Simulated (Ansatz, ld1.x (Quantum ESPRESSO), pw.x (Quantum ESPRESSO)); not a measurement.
beryllium: does the RRKJ potential hold in the solid?

Be, norm-conserving RRKJ (Kleinman–Bylander form), made with ld1.x (Quantum ESPRESSO) 7.5 (PBE, scalar-relativistic). Core [He], reference 2s2 2p0. Waves: 2s (bound): rc 2.10 bohr; 3d channel at 0.2 Ry: rc 2.70 bohr; 2p (bound, empty): rc 3.35 bohr. Local part: the p channel. Core correction: none.

Atomic tests: cutoffs needed: 12 Ry and 18 Ry (the cutoffs (Ry, on a coarse ladder) from which the occupation-weighted sum of valence levels, in a spherical-Bessel basis at the reference potential, stays within 10 and 1 mRy of its value at 400 Ry); ghost test: no extra level below or beside the all-electron valence levels (s, d, p, f tested) (spherical-Bessel basis up to 400 Ry, 20 bohr box); largest excitation error: -97 meV (all-electron minus pseudo) for 2s0 2p1, out of 5 test configurations.

Crystal test: bcc Be in pw.x 7.5, no spin, 18³ k-points, Fermi–Dirac smearing 0.01 Ry, cutoffs 35/140 Ry. The reference is all-electron LAPW (Ansatz 0.2.0) with the same functional, mesh and smearing; V0 and B0 come from Birch–Murnaghan fits to the pressures at five volumes. Errors are pseudo minus all-electron; Δ is the rms difference of the E(V) curves that follow from these fits, minima aligned, over ±6 % about the mean V0. Mesh and smearing are coarse, so the numbers serve the comparison and aren't converged zero-temperature values; the lattice is a test structure that the element need not adopt.

| V (Å³/atom) | P all-electron (GPa) | P pseudo (GPa) |
| --- | --- | --- |
| 7.430 | 6.89 | 2.72 |
| 7.625 | 3.27 | 0.10 |
| 7.821 | 0.04 | -2.28 |
| 8.017 | -2.85 | -4.43 |
| 8.212 | -5.43 | -6.38 |

All-electron: a0 = 2.501 Å (V0 = 7.82 Å³/atom), B0 = 122.0 GPa.

Pseudopotential: mean pressure error (GPa): -2.44; a0 (Å): 2.481; a0 error (%): -0.82; B0 error (%): -20.4; Δ (meV/atom): 4.9. The largest radius (3.35 bohr) exceeds half the bond length (2.05 bohr), so the spheres overlap, which is one possible source of error among others. This is a poor potential for the solid.

Task: At the middle volume, how do free energy and pressure move when the wave cutoff is lowered (ecutrho kept at four times it)?

Result:

```
cutoff (Ry)  shift of F (meV/atom)  shift of P (GPa)
         16                  +16.5             -1.15
         21                   +2.0             -0.24
         28                   +0.1             +0.02
```

The run at the middle volume (195 k-points, 5 iterations) took about 3.5 s on one core of a shared host (Intel(R) Xeon(R) Processor @ 2.60GHz, 24 threads, 32 GiB, load 9).
